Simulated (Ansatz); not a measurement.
# Te on Nb(100): change of the work function, part 3 of 5

How does Te on the bridge site change the work function of Nb(100) as the layer fills?

Ansatz 0.2.0; plane-wave DFT, PBE, Ansatz PAW (the session's first sound run).

So far, work function, upper face (eV): step 2 (the clean slab) 3.60; step 3 (21 atoms, coverage 0.25 ML, cell 2x2) 4.63.

### 4. The covered slab, k-mesh 5×5×1, coverage 0.5 ML

System of this step: Te/Nb(100). The cell holds 22 atoms: 20 Nb and 2 Te. Its edges and angles: a = 6.600 Å, b = 6.600 Å, c = 27.145 Å, α = 90.0°, β = 90.0°, γ = 90.0°. Vacuum lies along c.

Another coverage, to see how the dipoles act on each other as their distance changes.

Contents of input.yaml:

```yaml
crystal:
  lattice:
    - [6.6, 0.0, 0.0]
    - [0.0, 6.6, 0.0]
    - [0.0, 0.0, 27.1450980214]
  atoms:
    - { symbol: Nb, position: [0.0, 0.0, 0.3315515749] }
    - { symbol: Nb, position: [0.25, 0.25, 0.3923360304] }
    - { symbol: Nb, position: [0.0, 0.0, 0.4530995762] }
    - { symbol: Nb, position: [0.25, 0.25, 0.5155401631] }
    - { symbol: Nb, position: [0.0, 0.0, 0.5686917976] }
    - { symbol: Nb, position: [0.0, 0.5, 0.3315515749] }
    - { symbol: Nb, position: [0.25, 0.75, 0.3923360304] }
    - { symbol: Nb, position: [0.0, 0.5, 0.4530995762] }
    - { symbol: Nb, position: [0.25, 0.75, 0.5155401631] }
    - { symbol: Nb, position: [0.0, 0.5, 0.5686917976] }
    - { symbol: Nb, position: [0.5, 0.0, 0.3315515749] }
    - { symbol: Nb, position: [0.75, 0.25, 0.3923360304] }
    - { symbol: Nb, position: [0.5, 0.0, 0.4530995762] }
    - { symbol: Nb, position: [0.75, 0.25, 0.5155401631] }
    - { symbol: Nb, position: [0.5, 0.0, 0.5686917976] }
    - { symbol: Nb, position: [0.5, 0.5, 0.3315515749] }
    - { symbol: Nb, position: [0.75, 0.75, 0.3923360304] }
    - { symbol: Nb, position: [0.5, 0.5, 0.4530995762] }
    - { symbol: Nb, position: [0.75, 0.75, 0.5155401631] }
    - { symbol: Nb, position: [0.5, 0.5, 0.5686917976] }
    - { symbol: Te, position: [0.25, 0.0, 0.6684484251] }
    - { symbol: Te, position: [0.75, 0.5, 0.6684484251] }
kpoints:
  mp_grid: { grid: [5, 5, 1] }
hamiltonian:
  xc: pbe
scf:
  occupations: { method: fermi_dirac, width: 0.1 }
  convergence: { dr2_threshold: 1.0e-08 }
efield:
  axis: 3
  dipole_correction: true
  ramp_position: 0.97
  ramp_width: 0.06
relax:
  f_tol: 0.02
  max_steps: 60
  constraints: [{ sites: [0, 1, 5, 6, 10, 11, 15, 16] }]
output:
  bader: true
  dos: { projected: true, e_range: [-8, 4] }
  write_potential: true
  write_density: true
  volumetric_format: npy
```

Launch:

```console
> ansatz run input.yaml --threads 4 --pin off --max-ram 12288MiB --backend cpu --events-out ev --progress --plain --runs-dir out
```

Numbers of over 12 decimals in the logs are rounded to 6 here.

The program printed:

```text
[...]
Crystal: 22 atoms, lattice volume = 1182.440 Å³
Basis set: ecut = 420 eV, 23051 PW (Γ), exchange–correlation on 90×90×384 points (8 copies of the dense FFT grid, shifted against one another)
Bands: 176, of which v1, the nominal top of the filled ones, is band 146 counted from 1 (145 counted from 0)
Symmetry: 8 space group operations
[...]
k-points: 9 of 25
[...]
SCF iter   1: F=—  HF=-104994.821755 eV  |F-HF|=—  |Δ(HF+E_count)|=         —  Δρ=7.30e-3  dr2=1.28e1  ethr=1.77e-3  p=-0.304 e·Å  D=-4.65e-2 V/Å  ΔV_dip=1.26 eV  dr2_dipole=4.23e0  V_vac-E_F(+/−)=5.33/4.07 eV  ⟨swp⟩=9.8  Hψ=7533  notcnv=0
[...]
SCF iter  10: F=-104994.534201 eV  HF=-104994.534201 eV  |F-HF|=5.50e-9  |Δ(HF+E_count)|=   2.41e-8  Δρ=5.46e-7  dr2=8.04e-9  ethr=3.42e-12  p=-0.394 e·Å  D=-6.03e-2 V/Å  ΔV_dip=1.64 eV  dr2_dipole=6.07e-10  V_vac-E_F(+/−)=5.36/3.72 eV  ⟨swp⟩=8.3  Hψ=12695  notcnv=0
SCF 1 converged in 10 iterations: F = -104994.534201 eV  dr2 = 8.04e-9
[...]
relax step   1: F+E_penalty+E_count = -104994.53420094 eV  Δ(F+E_penalty+E_count) = +0.000e0 eV  max|allowed force component| = 2.220e0 eV/Å  Δτ_max = 0.0000 Å  (10 SCF iters, accepted)
[...]
SCF iter  10: F=-104995.817666 eV  HF=-104995.817666 eV  |F-HF|=6.53e-9  |Δ(HF+E_count)|=   2.26e-8  Δρ=2.71e-7  dr2=1.60e-9  ethr=3.42e-12  p=-0.334 e·Å  D=-5.11e-2 V/Å  ΔV_dip=1.39 eV  dr2_dipole=2.29e-10  V_vac-E_F(+/−)=5.11/3.72 eV  ⟨swp⟩=9.0  Hψ=9598  notcnv=0
SCF 2 converged in 10 iterations: F = -104995.817666 eV  dr2 = 1.60e-9
relax step   2: F+E_penalty+E_count = -104995.81766619 eV  Δ(F+E_penalty+E_count) = -1.283e0 eV  max|allowed force component| = 1.242e0 eV/Å  Δτ_max = 0.1915 Å  (10 SCF iters, accepted)
[...]
SCF iter   9: F=-104995.971922 eV  HF=-104995.971922 eV  |F-HF|=1.15e-8  |Δ(HF+E_count)|=   9.73e-8  Δρ=6.02e-7  dr2=7.24e-9  ethr=1.00e-12  p=-0.271 e·Å  D=-4.15e-2 V/Å  ΔV_dip=1.13 eV  dr2_dipole=1.63e-9  V_vac-E_F(+/−)=4.85/3.72 eV  ⟨swp⟩=12.3  Hψ=11887  notcnv=0
SCF 3 converged in 9 iterations: F = -104995.971922 eV  dr2 = 7.24e-9
relax step   3: F+E_penalty+E_count = -104995.97192203 eV  Δ(F+E_penalty+E_count) = -1.543e-1 eV  max|allowed force component| = 9.543e-1 eV/Å  Δτ_max = 0.1949 Å  (9 SCF iters, accepted)
[...]
relax step   4: F+E_penalty+E_count = -104996.07809890 eV  Δ(F+E_penalty+E_count) = -1.062e-1 eV  max|allowed force component| = 1.850e-1 eV/Å  Δτ_max = 0.0907 Å  (9 SCF iters, accepted)
[...]
relax step   5: F+E_penalty+E_count = -104996.08689004 eV  Δ(F+E_penalty+E_count) = -8.791e-3 eV  max|allowed force component| = 2.924e-2 eV/Å  Δτ_max = 0.0284 Å  (9 SCF iters, accepted)
SCF iter   1: F=—  HF=-104996.087429 eV  |F-HF|=—  |Δ(HF+E_count)|=         —  Δρ=3.76e-4  dr2=6.51e-3  ethr=2.67e-5  p=-0.296 e·Å  D=-4.54e-2 V/Å  ΔV_dip=1.23 eV  dr2_dipole=1.50e-4  V_vac-E_F(+/−)=4.95/3.72 eV  ⟨swp⟩=2.0  Hψ=2203  notcnv=0
[...]
SCF iter   7: F=-104996.087306 eV  HF=-104996.087306 eV  |F-HF|=5.30e-9  |Δ(HF+E_count)|=   3.32e-8  Δρ=4.37e-7  dr2=4.11e-9  ethr=3.42e-12  p=-0.297 e·Å  D=-4.54e-2 V/Å  ΔV_dip=1.23 eV  dr2_dipole=3.48e-11  V_vac-E_F(+/−)=4.95/3.72 eV  ⟨swp⟩=10.7  Hψ=11247  notcnv=0
SCF 6 converged in 7 iterations: F = -104996.087306 eV  dr2 = 4.11e-9
relax step   6: F+E_penalty+E_count = -104996.08730596 eV  Δ(F+E_penalty+E_count) = -4.159e-4 eV  max|allowed force component| = 3.443e-3 eV/Å  Δτ_max = 0.0055 Å  (7 SCF iters, accepted)
[...]
SCF converged after 7 iterations
Free energy (F): -104996.087306 eV
[...]
Internal energy: -104995.124646 eV  (E = F + TS)
E sigma→0 (E₀):  -104995.605976 eV
Entropy (-TS):   -0.962660 eV (-43.757 meV/atom)
Fermi energy:    3.273231 eV
Dipole field:    D = -0.045424 V/Å  (p = -0.296826 e·Å, saw-weighted, corrected)
Work function:   Φ+ = 4.9516 eV   Φ− = 3.7186 eV
[...]
--- Forces (eV/Å), atoms counted from 1 ---
  atom   1  Nb    -0.02345933     0.00000000     1.12309429
  atom   2  Nb     0.00000000    -0.01620636    -1.12391526
  atom   3  Nb     0.00097352     0.00000000     0.00240499
  atom   4  Nb     0.00000000    -0.00235919    -0.00157130
  atom   5  Nb     0.00344258     0.00000000    -0.00115119
  atom   6  Nb     0.02345933    -0.00000000     1.12309429
  atom   7  Nb     0.00000000     0.01620636    -1.12391526
  atom   8  Nb    -0.00097352     0.00000000     0.00240499
  atom   9  Nb     0.00000000     0.00235919    -0.00157130
  atom  10  Nb    -0.00344258     0.00000000    -0.00115119
  atom  11  Nb     0.02345933    -0.00000000     1.12309429
  atom  12  Nb     0.00000000     0.01620636    -1.12391526
  atom  13  Nb    -0.00097352     0.00000000     0.00240499
  atom  14  Nb     0.00000000     0.00235919    -0.00157130
  atom  15  Nb    -0.00344258     0.00000000    -0.00115119
  atom  16  Nb    -0.02345933     0.00000000     1.12309429
  atom  17  Nb     0.00000000    -0.01620636    -1.12391526
  atom  18  Nb     0.00097352     0.00000000     0.00240499
  atom  19  Nb     0.00000000    -0.00235919    -0.00157130
  atom  20  Nb     0.00344258     0.00000000    -0.00115119
  atom  21  Te    -0.00000000     0.00000000     0.00227304
  atom  22  Te    -0.00000000     0.00000000     0.00227304
  max |Σ_I F_I| component: 7.79e-6 eV/Å
--- Band table (eV; the first three rows and the last of 9) ---
  k-point 0: bands = [... 142 lower, 3.4607, 3.4632, 3.4708, 3.4871, 3.5564, 3.6231, 3.6542, 3.6973, ... 26 higher]
  k-point 1: bands = [... 142 lower, 3.2513, 3.2879, 3.3381, 3.4432, 3.4794, 3.5225, 3.6414, 3.7810, ... 26 higher]
  k-point 2: bands = [... 142 lower, 3.0658, 3.1579, 3.2783, 3.2843, 3.3011, 3.3522, 3.3552, 3.4590, ... 26 higher]
  k-point 8: bands = [... 142 lower, 2.5630, 2.5940, 2.6684, 2.7525, 2.8893, 3.0436, 3.2497, 3.2687, ... 26 higher]
--- Relaxed structure (6 steps of the walk, 6 accepted, 0 SCFs on fresh bases) ---
  F+E_penalty+E_count = -104996.08730596 eV   max|allowed force component| = 3.443e-3 eV/Å
  atoms:
    - { symbol: Nb, position: [0.0, 0.0, 0.3315515749] }
    - { symbol: Nb, position: [0.25, 0.25, 0.3923360304] }
    - { symbol: Nb, position: [0.000185079, 0, 0.453243] }
    - { symbol: Nb, position: [0.25, 0.247777, 0.514821] }
    - { symbol: Nb, position: [0.00826617, 0, 0.572343] }
    - { symbol: Nb, position: [0.0, 0.5, 0.3315515749] }
    - { symbol: Nb, position: [0.25, 0.750000, 0.3923360304] }
    - { symbol: Nb, position: [-0.000185079, 0.5, 0.453243] }
    - { symbol: Nb, position: [0.25, 0.752223, 0.514821] }
    - { symbol: Nb, position: [-0.00826617, 0.5, 0.572343] }
    - { symbol: Nb, position: [0.5, 0.0, 0.3315515749] }
    - { symbol: Nb, position: [0.750000, 0.25, 0.3923360304] }
    - { symbol: Nb, position: [0.499815, 0, 0.453243] }
    - { symbol: Nb, position: [0.750000, 0.252223, 0.514821] }
    - { symbol: Nb, position: [0.491734, 0.0, 0.572343] }
    - { symbol: Nb, position: [0.5, 0.5, 0.3315515749] }
    - { symbol: Nb, position: [0.750000, 0.750000, 0.3923360304] }
    - { symbol: Nb, position: [0.500185, 0.5, 0.453243] }
    - { symbol: Nb, position: [0.750000, 0.747777, 0.514821] }
    - { symbol: Nb, position: [0.508266, 0.5, 0.572343] }
    - { symbol: Te, position: [0.25, 0, 0.655055] }
    - { symbol: Te, position: [0.750000, 0.5, 0.655055] }
--- Bader charges: 22 sites ---
  site symbol  charge [e]  shift [e]
     0     Nb     -0.0876     0.0000
     1     Nb      0.0427     0.0000
     2     Nb      0.0827     0.0000
     3     Nb     -0.0152     0.0000
     4     Nb      0.2929     0.0001
     5     Nb     -0.0877     0.0000
     6     Nb      0.0427     0.0000
     7     Nb      0.0826     0.0000
     8     Nb     -0.0152     0.0000
     9     Nb      0.2928     0.0001
    10     Nb     -0.0876     0.0000
    11     Nb      0.0427     0.0000
    12     Nb      0.0826     0.0000
    13     Nb     -0.0152     0.0000
    14     Nb      0.2928     0.0001
    15     Nb     -0.0876     0.0000
    16     Nb      0.0427     0.0000
    17     Nb      0.0826     0.0000
    18     Nb     -0.0152     0.0000
    19     Nb      0.2928     0.0001
    20     Te     -0.6307     0.0002
    21     Te     -0.6307     0.0002
  estimated error of the sums over rays = 6.3e-4 e
```

Elapsed: 8.1 min, on 4 threads of Arm Neoverse V1, shared host; peak memory 4.7 GiB.

Step by step:

```
step  energy less that of the first step (eV)  largest force component (eV/Å)
   1                                   0.0000                          2.2205
   2                                  -1.2835                          1.2418
   3                                  -1.4377                          0.9543
   4                                  -1.5439                          0.1850
   5                                  -1.5527                          0.0292
   6                                  -1.5531                          0.0034
```

Forces are held to the 8 operations that the run works with; a distortion that breaks them can't arise in this run.

The atoms that moved most (Å):

```
atom      dx     dy      dz  length
Te22   0.000  0.000  -0.364   0.364
Te21   0.000  0.000  -0.364   0.364
Nb15  -0.055  0.000   0.099   0.113
Nb20   0.055  0.000   0.099   0.113
 Nb5   0.055  0.000   0.099   0.113
Nb10  -0.055  0.000   0.099   0.113
Nb14   0.000  0.015  -0.020   0.024
 Nb9   0.000  0.015  -0.020   0.024
```

The relaxed structure:

```xyz
22
Lattice="6.6000 0.0000 0.0000 0.0000 6.6000 0.0000 0.0000 0.0000 27.1451" Properties=species:S:1:pos:R:3
Nb    0.0000    0.0000    9.0000
Nb    1.6500    1.6500   10.6500
Nb    0.0012    0.0000   12.3033
Nb    1.6500    1.6353   13.9749
Nb    0.0546    0.0000   15.5363
Nb    0.0000    3.3000    9.0000
Nb    1.6500    4.9500   10.6500
Nb   -0.0012    3.3000   12.3033
Nb    1.6500    4.9647   13.9749
Nb   -0.0546    3.3000   15.5363
Nb    3.3000    0.0000    9.0000
Nb    4.9500    1.6500   10.6500
Nb    3.2988    0.0000   12.3033
Nb    4.9500    1.6647   13.9749
Nb    3.2454    0.0000   15.5363
Nb    3.3000    3.3000    9.0000
Nb    4.9500    4.9500   10.6500
Nb    3.3012    3.3000   12.3033
Nb    4.9500    4.9353   13.9749
Nb    3.3546    3.3000   15.5363
Te    1.6500    0.0000   17.7815
Te    4.9500    3.3000   17.7815
```

Numbers from this step:

```yaml
energy_at_zero_smearing: -104995.6060 eV
work_function_upper_face: 4.952 eV
work_function_lower_face: 3.719 eV
dipole_along_the_normal: -0.2968 e·Å
step_between_the_vacuum_levels: 1.233 eV
```

The density of states has structure finer than the step of the table below, so its rows give means over 0.5 eV, whole bins alone (the curve runs from -8 to 1.98 eV). Peaks (eV: height): -2.77: 47.7, -2.44: 51.0, -1.71: 48.9, -1.62: 71.7, -1.38: 50.0, 0.00: 43.7, 1.65: 49.0.

Table of density of states by energy, zero at the Fermi level; means over each step:

```
energy (eV)  density of states (states/eV a cell)
       -6.0                                     0
       -5.5                                 0.564
       -5.0                                  1.62
       -4.5                                  1.55
       -4.0                                  4.12
       -3.5                                  15.1
       -3.0                                  28.7
       -2.5                                  29.5
       -2.0                                  25.0
       -1.5                                  34.9
       -1.0                                  28.6
       -0.5                                  30.0
        0.0                                  28.3
        0.5                                  28.6
        1.0                                  18.1
        1.5                                  25.0
```

Projected DOS per atom over height of the atomic layer and energy from the Fermi level. Layers: Nb4 Nb4 Nb4 Nb4 Nb4 Te2 from below.

Values in states/eV, 22 rows by 6 columns, each cell a mean:
```
1.95 0.85 1.10 0.51 1.13 0.28
1.26 0.49 0.77 0.38 1.40 0.48
1.62 0.57 0.61 0.45 1.70 0.43
2.72 0.92 0.55 0.74 1.55 0.31
1.86 1.03 1.01 1.06 1.53 0.79
1.85 1.08 1.32 1.35 1.40 0.89
1.68 1.17 1.36 1.48 1.30 0.81
1.53 1.66 1.82 1.92 1.28 1.44
1.29 1.46 0.89 1.02 1.27 1.43
1.20 1.38 1.16 1.08 1.21 1.43
1.22 1.53 1.43 1.37 1.44 1.82
0.56 1.10 1.35 1.24 1.03 1.03
0.24 0.42 0.45 0.47 0.32 0.22
0.15 0.20 0.18 0.21 0.14 0.09
0.05 0.12 0.15 0.11 0.04 0.02
0.04 0.09 0.11 0.08 0.03 0.01
0.01 0.03 0.04 0.03 0.01 0.00
0.00 0.00 0.00 0.00 0.00 0.00
0.00 0.00 0.00 0.00 0.00 0.00
0.00 0.00 0.00 0.00 0.00 0.00
0.00 0.00 0.00 0.00 0.00 0.00
0.00 0.00 0.00 0.00 0.00 0.00
```
Columns: height of the atomic layer (Å) from 9 to 17.8 (not evenly spaced); rows upwards: energy from the Fermi level (eV) from -7.96 to 1.95.

The relaxation took 6 steps and lowered the energy by 1.6 eV; the largest force on the free atoms ends at 0.0034 eV/Å.

The covered face has 4.95 eV, +1.36 eV against the clean one; the bare back face has moved by -0.01 eV, a measure of how thin the slab is.

### 5. The covered slab, k-mesh 9×9×1, coverage 1 ML

System of this step: Te/Nb(100). The cell holds 6 atoms: 5 Nb and 1 Te. Cell: a = 3.300 Å, b = 3.300 Å, c = 27.145 Å, α = 90.0°, β = 90.0°, γ = 90.0°. Vacuum lies along c.

Another coverage, to see how the dipoles act on each other as their distance changes.

input.yaml, the sections that differ from step 4:

```yaml
crystal:
  lattice:
    - [3.3, 0.0, 0.0]
    - [0.0, 3.3, 0.0]
    - [0.0, 0.0, 27.1450980214]
  atoms:
    - { symbol: Nb, position: [0.0, 0.0, 0.3315515749] }
    - { symbol: Nb, position: [0.5, 0.5, 0.3923360304] }
    - { symbol: Nb, position: [0.0, 0.0, 0.4530995762] }
    - { symbol: Nb, position: [0.5, 0.5, 0.5155401631] }
    - { symbol: Nb, position: [0.0, 0.0, 0.5686917976] }
    - { symbol: Te, position: [0.5, 0.0, 0.6684484251] }
kpoints:
  mp_grid: { grid: [9, 9, 1] }
relax:
  f_tol: 0.02
  max_steps: 60
  constraints: [{ sites: [0, 1] }]
output:
  bader: true
  write_potential: true
  write_density: true
  volumetric_format: npy
# hamiltonian, scf, efield: as in step 4
```

The program printed:

```text
[...]
Crystal: 6 atoms, lattice volume = 295.610 Å³
Basis set: ecut = 420 eV, 5859 PW (Γ), exchange–correlation on 48×48×384 points (8 copies of the dense FFT grid, shifted against one another)
Bands: 49, of which v1, the nominal top of the filled ones, is band 41 counted from 1 (40 counted from 0)
Symmetry: 4 space group operations
[...]
- { symbol: Nb, position: [0.0, 0.0, 0.573831] }
    - { symbol: Te, position: [0.5, 0.0, 0.658562] }
--- Bader charges: 6 sites ---
  site symbol  charge [e]  shift [e]
     0     Nb     -0.0846     0.0000
     1     Nb      0.0428     0.0000
     2     Nb      0.0705     0.0000
     3     Nb     -0.0180     0.0000
     4     Nb      0.3418     0.0001
     5     Te     -0.3526     0.0001
  estimated error of the sums over rays = 8.0e-4 e
[key lines of the parts left out:]
SCF converged after 7 iterations
Free energy (F): -29739.614905 eV
Fermi energy:    4.121850 eV
Dipole field:    D = -0.033521 V/Å  (p = -0.054761 e·Å, saw-weighted, corrected)
Work function:   Φ+ = 4.6364 eV   Φ− = 3.7265 eV
```

Wall time 53 s (4 threads); peak memory 0.75 GiB; 3.5 min of CPU time.

Step by step:

```
step  energy less that of the first step (eV)  largest force component (eV/Å)
   1                                   0.0000                          1.7116
   2                                  -0.2796                          0.4698
   3                                  -0.2828                          0.6975
   4                                  -0.3197                          0.0639
   5                                  -0.3201                          0.0053
```

The run keeps the 4 symmetry operations that it works with, so distortions that break them were not tested.

The atoms that moved most (Å):

```
atom     dx     dy      dz  length
 Te6  0.000  0.000  -0.268   0.268
 Nb5  0.000  0.000   0.139   0.139
 Nb4  0.000  0.000  -0.024   0.024
```

The relaxation took 5 steps and lowered the energy by 0.32 eV; the largest force on the free atoms ends at 0.0053 eV/Å.

The covered face has 4.64 eV, +1.04 eV against the clean one; the bare back face has moved by -0.00 eV, a measure of how thin the slab is.

### 6. Work function against coverage

This step: plane-wave DFT, PBE, Ansatz PAW; work function against coverage (Ansatz 0.2.0).

The runs are now put side by side.

Numbers from this step:

```
work function of the clean face     : 3.596 eV
largest change of the work function : 1.356 eV
```

Table of work function of the covered face by coverage:

```
coverage (adsorbates/nm²)  work function of the covered face (eV)
                     0.00                                    3.60
                     2.30                                    4.63
                     4.59                                    4.95
                     9.18                                    4.64
```

The dipole per adsorbate comes from the change of the cell's dipole. Coverage, by row:

```
coverage (1/nm²)  coverage (ML)  work function (eV)  change (eV)  dipole per adsorbate, positive end outwards (debye)  mean height of the added atoms over the highest substrate atom (Å)
           2.296           0.25               4.631        1.035                                               -1.204                                                               2.251
           4.591            0.5               4.952        1.356                                               -0.789                                                               2.245
           9.183              1               4.636        1.041                                               -0.301                                                                 2.3
```

(Continued in part 4 of 5.)

[Logs are printed without paths, hosts, clocks, repeated set-up lines and the standing remarks that a program may print on its own settings, such as how far it seeks lower states.]

[Hosts, paths, dates, database ids (printed as entryN), source tags and the programs' standing remarks are cut or masked in the printed files.]

[Maps of the electrostatic potential energy from Ansatz leave out the sawtooth potential of an applied field or a dipole correction, so their vacuum need not be flat; planar profiles and work functions include it.]

[The density of states shown here was stored with 400 of the rows of the run's finer table, so its peaks can read low, often by over a quarter, or be missed, and its means over a window can be off by a tenth or more.]
